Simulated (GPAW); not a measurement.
# Si (P6/mmm) in GPAW: settings compared

One crystal, Si, is run at these levels: PBEsol, PBEsol+D3, PBEsol+D3(BJ), PBEsol+D3(BJ)+ATM, PBEsol+D4; tasks: relaxation of cell and atoms.

All numbers are computed with GPAW 26.7.0; they aren't measurements. Logs are shortened: lines on timing, memory, paths and dates and some standing lists are left out, and cuts for length are marked. The log counts tension as positive stress, the text compression.

## 1. The structure

The structure is hexagonal, space group P6/mmm (No. 191). The conventional cell has a = 4.121 Å, b = 4.121 Å, c = 2.655 Å, α = 90.00°, β = 90.00°, γ = 120.00°. Around Si (site symmetry -6m2) lie 5 Si at 2.38 to 2.65 Å.

The cell was built by a generator and needn't be a form met in nature.

## 2. Relaxation of cell and atoms, PBEsol

run.py

```python
from ase.filters import FrechetCellFilter
from ase.io import read, write
from ase.optimize import BFGS
from gpaw import GPAW, PW, setup_paths

setup_paths.insert(0, '.')

atoms = read('POSCAR')

calc = GPAW(mode=PW(600),
            xc='PBEsol',
            kpts={'size': (8, 8, 10), 'gamma': True},
            occupations={'name': 'fermi-dirac', 'width': 0.05},
            nbands=11,
            convergence={'density': 1e-05, 'forces': 0.0001},
            maxiter=150,
            txt='gpaw.txt')
atoms.calc = calc
opt = BFGS(FrechetCellFilter(atoms), trajectory='relax.traj', logfile='-')
done = opt.run(fmax=0.02, steps=60)
calc.write('gs.gpw')
write('result.traj', atoms)
print('Converged:', done)
print('Cell:', atoms.cell.cellpar().round(4))
print('Volume:', round(atoms.get_volume(), 4))
print(atoms.get_scaled_positions().round(5))
```

POSCAR

```
Si
1.0
    4.1209498811      0.0000000000      0.0000000000
   -2.0604749406      3.5688472848      0.0000000000
    0.0000000000      0.0000000000      2.6547900000
Si
2
Direct
    0.3333300000      0.6666700000      0.5000000000
    0.6666633333      0.3333366667      0.5000000000
```

Potentials or basis: PAW data sets generated in the run's folder for this functional, pw.

Command:

```bash
> gpaw-setup -f PBEsol Si
> OMP_NUM_THREADS=1 python run.py
```

gpaw.txt:

```text
__  _  _
 | _ |_)|_||  |
 |__||  | ||/\| - 26.7.0

Input parameters:
  mode=PW(ecut=600.0),
  convergence={'density': 1e-05, 'forces': 0.0001},
  kpts=MonkhorstPack(size=(8, 8, 10), gamma=True),
  maxiter=150,
  nbands=11,
  occupations=Occupations(name='fermi-dirac', width=0.05),
  xc=XC(name='PBEsol')

Diagonalizing LCAO Hamiltonian
Converting LCAO to pw mode

        Si  Si

Atoms  # Å, Bohr magnetons
|   | symbol |         x |        y |        z |    initial magnetic moments |
|---|--------|-----------|----------|----------|-----------------------------|
| 0 |     Si | -0.000021 | 2.379243 | 1.327395 | ( 0.0000,  0.0000,  0.0000) |
| 1 |     Si |  2.060454 | 1.189628 | 1.327395 | ( 0.0000,  0.0000,  0.0000) |

Unit cell  # Å
| periodic |         x |        y |        z |  lengths |     angles |
|----------|-----------|----------|----------|----------|------------|
|      yes |  4.120950 | 0.000000 | 0.000000 | 4.120950 |  90.000000 |
|      yes | -2.060475 | 3.568847 | 0.000000 | 4.120950 |  90.000000 |
|      yes |  0.000000 | 0.000000 | 2.654790 | 2.654790 | 120.000000 |

Number of symmetries: 4
Symmetry operations  # r_c * U_cc + t_c -> r_c
|   | kind |            matrix            |
|---|------|------------------------------|
| 0 |  E   |  1, 0, 0,  0, 1, 0,  0, 0, 1 |
| 1 |  σ   |  1, 0, 0,  0, 1, 0,  0, 0,-1 |
| 2 |  σ   |  0,-1, 0, -1, 0, 0,  0, 0, 1 |
| 3 |  C2  |  0,-1, 0, -1, 0, 0,  0, 0,-1 |

BZ-sampling:
  Number of BZ points: 640
  Number of IBZ points: 126

  Monkhorst-Pack size: [8, 8, 10]
  Monkhorst-Pack shift: [0.0625, 0.0625, 0.05]
[... 102 lines left out ...]
SCF iterations
|iter     | |      energy | eigst |  dens |force |
|---------|-|-------------|-------|-------|------|
|iter:   1| |  -10.836716 | -0.05 |       |      |
|iter:   2| |  -10.834801 | -2.44 | -0.95 |      |
|iter:   3| |  -10.782112 | -2.60 | -0.98 |      |
|iter:   4| |  -10.780310 | -3.39 | -1.54 |      |
|iter:   5| |  -10.780471c| -5.23 | -2.34 |      |
|iter:   6| |  -10.780477c| -6.76 | -3.17 |      |
|iter:   7| |  -10.780478c| -7.89c| -3.80 |      |
|iter:   8| |  -10.780478c| -7.57c| -4.24 |      |
|iter:   9| |  -10.780478c| -8.35c| -4.86 |      |
|iter:  10| |  -10.780478c| -9.56c| -5.66c|      |
|iter:  11| |  -10.780478c|-10.67c| -6.30c|-5.44c|

Converged in 11 steps
Energy contributions relative to reference atoms: (reference = -15743.393420)

Energy contributions:
  Kinetic:          11.051748
  Coulomb:          -9.411127
  Zero:             -0.025962
  External:          0.000000
  Xc:              -12.392040
  Entropy:          -0.006194
  Spinorbit:         0.000000
  ----------------------------
  Free energy:     -10.783574
  Extrapolated:    -10.780478

dipole moment: (-0.000109, 0.000056, -0.000004)  # |e|*Ang

Fermi level: 5.552
Eigenvalues  # (at kpt = [0.000, 0.000, 0.000])
| band index |      eig [eV] | occ [0-2] |
|------------|---------------|-----------|
|          0 |        -6.736 |     2.000 |
|          1 |         2.720 |     2.000 |
|          2 |         2.720 |     2.000 |
|          3 |         2.842 |     2.000 |
|          4 |         6.801 |     0.000 |
|          5 |         6.801 |     0.000 |
|          6 |        11.027 |     0.000 |
|          7 |        11.951 |     0.000 |
|          8 |        14.295 |     0.000 |
|          9 |        18.535 |     0.000 |
|         10 |        23.537 |     0.000 |

No gap
No difference between direct/indirect transitions

Stress tensor  # eV/Ang^3
|        x |        y |        z |
|----------|----------|----------|
| 0.007801 | 0.000000 | 0.000000 |
| 0.000000 | 0.007801 | 0.000000 |
| 0.000000 | 0.000000 | 0.014744 |

Forces  # eV/Ang
|        x |        y |       z |
|----------|----------|---------|
|  0.00000 | -0.00000 | 0.00000 |  # Si   0
| -0.00000 |  0.00000 | 0.00000 |  # Si   1

Interpolating wave functions to new cell

        Si  Si

Atoms  # Å, Bohr magnetons
|   | symbol |         x |        y |        z |    initial magnetic moments |
|---|--------|-----------|----------|----------|-----------------------------|
| 0 |     Si | -0.000021 | 2.376657 | 1.324669 | ( 0.0000,  0.0000,  0.0000) |
| 1 |     Si |  2.058214 | 1.188334 | 1.324669 | ( 0.0000,  0.0000,  0.0000) |

Unit cell  # Å
| periodic |         x |         y |        z |  lengths |     angles |
|----------|-----------|-----------|----------|----------|------------|
|      yes |  4.116470 | -0.000000 | 0.000000 | 4.116470 |  90.000000 |
|      yes | -2.058235 |  3.564967 | 0.000000 | 4.116470 |  90.000000 |
|      yes |  0.000000 |  0.000000 | 2.649338 | 2.649338 | 120.000000 |

Number of symmetries: 4
Symmetry operations  # r_c * U_cc + t_c -> r_c
|   | kind |            matrix            |
|---|------|------------------------------|
| 0 |  E   |  1, 0, 0,  0, 1, 0,  0, 0, 1 |
| 1 |  σ   |  1, 0, 0,  0, 1, 0,  0, 0,-1 |
| 2 |  σ   |  0,-1, 0, -1, 0, 0,  0, 0, 1 |
| 3 |  C2  |  0,-1, 0, -1, 0, 0,  0, 0,-1 |

BZ-sampling:
  Number of BZ points: 640
  Number of IBZ points: 126

  Monkhorst-Pack size: [8, 8, 10]
  Monkhorst-Pack shift: [0.0625, 0.0625, 0.05]
[... 94 lines left out ...]
convergence criteria:
- Maximum integral of absolute [dens]ity change: 1e-05 electrons / valence electron
- Maximum change in the atomic [forces] across last 2 cycles: 0.0001 eV/Ang OR
Maximum error relative to the maximum force is below inf
- Maximum [total energy] change in last 3 cyles: 0.0005 eV / valence electron
- Maximum integral of absolute [eigenst]ate change: 4e-08 eV^2 / valence electron
maximum number of iterations: 150

SCF iterations
|iter     | |      energy | eigst |  dens |force |
|---------|-|-------------|-------|-------|------|
|iter:   1| |  -10.782249 | -3.77 |       |      |
|iter:   2| |  -10.782233 | -6.58 | -2.58 |      |
|iter:   3| |  -10.782123c| -5.52 | -2.61 |      |
|iter:   4| |  -10.782118c| -6.50 | -3.33 |      |
|iter:   5| |  -10.782118c| -7.59c| -3.99 |      |
|iter:   6| |  -10.782118c| -8.86c| -5.05c|      |
|iter:   7| |  -10.782118c| -9.83c| -5.55c|-6.53c|

Converged in 7 steps
Energy contributions relative to reference atoms: (reference = -15743.393420)

Energy contributions:
  Kinetic:          11.389225
  Coulomb:          -9.669702
  Zero:             -0.026375
  External:          0.000000
  Xc:              -12.472163
  Entropy:          -0.006206
  Spinorbit:         0.000000
  ----------------------------
  Free energy:     -10.785221
  Extrapolated:    -10.782118

dipole moment: (-0.000109, 0.000056, -0.000004)  # |e|*Ang

Fermi level: 5.587
Eigenvalues  # (at kpt = [0.000, 0.000, 0.000])
| band index |      eig [eV] | occ [0-2] |
|------------|---------------|-----------|
|          0 |        -6.726 |     2.000 |
|          1 |         2.747 |     2.000 |
|          2 |         2.747 |     2.000 |
|          3 |         2.882 |     2.000 |
|          4 |         6.832 |     0.000 |
|          5 |         6.832 |     0.000 |
|          6 |        11.061 |     0.000 |
|          7 |        12.042 |     0.000 |
|          8 |        14.366 |     0.000 |
|          9 |        18.653 |     0.000 |
|         10 |        21.453 |     0.000 |

No gap
No difference between direct/indirect transitions

Stress tensor  # eV/Ang^3
|        x |        y |        z |
|----------|----------|----------|
| 0.006124 | 0.000000 | 0.000000 |
| 0.000000 | 0.006124 | 0.000000 |
| 0.000000 | 0.000000 | 0.011721 |

Forces  # eV/Ang
|        x |        y |       z |
|----------|----------|---------|
| -0.00000 |  0.00000 | 0.00000 |  # Si   0
|  0.00000 | -0.00000 | 0.00000 |  # Si   1

Interpolating wave functions to new cell

        Si  Si

Atoms  # Å, Bohr magnetons
|   | symbol |         x |        y |        z |    initial magnetic moments |
|---|--------|-----------|----------|----------|-----------------------------|
| 0 |     Si | -0.000021 | 2.367138 | 1.314533 | ( 0.0000,  0.0000,  0.0000) |
| 1 |     Si |  2.049971 | 1.183575 | 1.314533 | ( 0.0000,  0.0000,  0.0000) |

Unit cell  # Å
| periodic |         x |         y |        z |  lengths |     angles |
|----------|-----------|-----------|----------|----------|------------|
|      yes |  4.099984 | -0.000000 | 0.000000 | 4.099984 |  90.000000 |
|      yes | -2.049992 |  3.550690 | 0.000000 | 4.099984 |  90.000000 |
|      yes |  0.000000 | -0.000000 | 2.629067 | 2.629067 | 120.000002 |

Number of symmetries: 4
Symmetry operations  # r_c * U_cc + t_c -> r_c
|   | kind |            matrix            |
|---|------|------------------------------|
| 0 |  E   |  1, 0, 0,  0, 1, 0,  0, 0, 1 |
| 1 |  σ   |  1, 0, 0,  0, 1, 0,  0, 0,-1 |
| 2 |  σ   |  0,-1, 0, -1, 0, 0,  0, 0, 1 |
| 3 |  C2  |  0,-1, 0, -1, 0, 0,  0, 0,-1 |

BZ-sampling:
  Number of BZ points: 640
  Number of IBZ points: 126

  Monkhorst-Pack size: [8, 8, 10]
  Monkhorst-Pack shift: [0.0625, 0.0625, 0.05]
[... 94 lines left out ...]
convergence criteria:
- Maximum integral of absolute [dens]ity change: 1e-05 electrons / valence electron
- Maximum change in the atomic [forces] across last 2 cycles: 0.0001 eV/Ang OR
Maximum error relative to the maximum force is below inf
- Maximum [total energy] change in last 3 cyles: 0.0005 eV / valence electron
- Maximum integral of absolute [eigenst]ate change: 4e-08 eV^2 / valence electron
maximum number of iterations: 150

SCF iterations
|iter     | |      energy | eigst |  dens |force |
|---------|-|-------------|-------|-------|------|
|iter:   1| |  -10.786565 | -2.63 |       |      |
|iter:   2| |  -10.786342 | -5.45 | -2.01 |      |
|iter:   3| |  -10.784795c| -4.38 | -2.03 |      |
|iter:   4| |  -10.784721c| -5.37 | -2.76 |      |
|iter:   5| |  -10.784719c| -6.45 | -3.41 |      |
|iter:   6| |  -10.784719c| -7.74c| -4.47 |      |
|iter:   7| |  -10.784719c| -8.72c| -4.98 |      |
|iter:   8| |  -10.784719c| -9.61c| -5.60c|      |
|iter:   9| |  -10.784719c|-10.34c| -6.48c|-6.87c|

Converged in 9 steps
Energy contributions relative to reference atoms: (reference = -15743.393420)

Energy contributions:
  Kinetic:          12.666062
  Coulomb:         -10.647653
  Zero:             -0.027888
  External:          0.000000
  Xc:              -12.772094
  Entropy:          -0.006293
  Spinorbit:         0.000000
  ----------------------------
  Free energy:     -10.787865
  Extrapolated:    -10.784719

dipole moment: (-0.000109, 0.000056, -0.000004)  # |e|*Ang

Fermi level: 5.717
Eigenvalues  # (at kpt = [0.000, 0.000, 0.000])
| band index |      eig [eV] | occ [0-2] |
|------------|---------------|-----------|
|          0 |        -6.688 |     2.000 |
|          1 |         2.845 |     2.000 |
|          2 |         2.845 |     2.000 |
|          3 |         3.031 |     2.000 |
|          4 |         6.946 |     0.000 |
|          5 |         6.946 |     0.000 |
|          6 |        11.190 |     0.000 |
|          7 |        12.385 |     0.000 |
|          8 |        14.634 |     0.000 |
|          9 |        19.100 |     0.000 |
|         10 |        21.784 |     0.000 |

No gap
No difference between direct/indirect transitions

Stress tensor  # eV/Ang^3
|         x |         y |        z |
|-----------|-----------|----------|
| -0.000402 |  0.000000 | 0.000000 |
|  0.000000 | -0.000402 | 0.000000 |
|  0.000000 |  0.000000 | 0.000026 |

Forces  # eV/Ang
|        x |        y |       z |
|----------|----------|---------|
|  0.00000 | -0.00000 | 0.00000 |  # Si   0
| -0.00000 |  0.00000 | 0.00000 |  # Si   1

# Writing to gs.gpw (mode='')
```

It took 71 s on 1 thread of Arm Neoverse V1, shared host; peak memory 0.23 GiB.

Results:

* Free energy: -10.7879 eV
* Relaxed volume: 19.14 Å³/atom
* Relaxed cell: a = 4.100 Å, b = 4.100 Å, c = 2.629 Å, α = 90.00°, β = 90.00°, γ = 120.00°
* Space group after relaxing (to 0.05 Å): P6/mmm (No. 191)
* Energy gained by relaxing: 2.1 meV/atom
* Ionic steps: 3
* Pressure after relaxing: 0.0 GPa
* Band gap on the k mesh: none (metal or under the smearing width)

The path:
```tsv
step	energy change (eV)	largest force (eV/Å)	pressure (GPa)	volume (Å³)
1	0.0000	0.0000	-1.62	39.04
2	-0.0016	0.0000	-1.28	38.88
3	-0.0042	0.0000	0.04	38.27
```

Final structure:
```cif
data_structure
_symmetry_space_group_name_H-M 'P 1'
_symmetry_Int_Tables_number 1
_cell_length_a 4.1000
_cell_length_b 4.1000
_cell_length_c 2.6291
_cell_angle_alpha 90.000
_cell_angle_beta 90.000
_cell_angle_gamma 120.000
_cell_volume 38.27
loop_
_atom_site_label
_atom_site_type_symbol
_atom_site_fract_x
_atom_site_fract_y
_atom_site_fract_z
_atom_site_occupancy
Si1 Si 0.33333 0.66667 0.50000 1
Si2 Si 0.66666 0.33334 0.50000 1
```

Levels at points of the mesh, in eV from the Fermi level:
```tsv
k point	band 1	band 2	band 3	band 4	band 5	band 6	band 7
(0.00, 0.00, 0.00)	-12.41	-2.87	-2.87	-2.69	1.23	1.23	5.47
(0.00, 0.00, 0.50)	-8.35	-5.98	-0.05	-0.05	1.25	3.47	4.40
(0.50, 0.00, 0.00)	-10.55	-8.85	-4.08	-1.36	6.27	7.09	7.23
(0.50, 0.00, 0.50)	-6.47	-4.90	-4.31	-2.64	-1.10	3.00	3.86
(0.50, 0.50, 0.00)	-10.55	-8.85	-4.08	-1.36	6.27	7.09	7.23
(0.50, 0.50, 0.50)	-6.47	-4.90	-4.31	-2.64	-1.10	3.00	3.86
```

Caveat: later steps reuse the first step's grids.

[end of part 1 of 2]
